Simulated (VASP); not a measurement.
Crystal: Pt.

```
CELL_PARAMETERS angstrom
2.72526 0.00000 0.00000
-1.36263 2.36015 0.00000
0.00000 0.00000 4.70078
ATOMIC_POSITIONS crystal
Pt 0.33333 0.66667 0.25000
Pt 0.66667 0.33333 0.75000
```

This isn't the form of Pt at room conditions, which is fcc.

Base run:

```yaml
Program: VASP 6.6.1
Functional: r2SCAN
Potentials_or_basis: VASP PAW PBE potentials, release 64 (Pt)
Cutoff: 520 eV
k_mesh: 18 × 18 × 10
Occupations: gaussian, width 0.1 eV
Spin: no spin polarisation
```

Its results: band gap on the k mesh none (metal or under the smearing width); pressure 5.9 GPa.

Task: The run is repeated on the same cell with these changes: functional from r2SCAN to PBEsol; cutoff from 520 eV to 900 eV. What comes out?

Result: Band gap on the k mesh none (metal or under the smearing width); pressure 0.1 GPa.

Caveats: the PAW data sets were made with another functional, which shifts forces and pressure a little.

Not every run made on this cell is shown here.
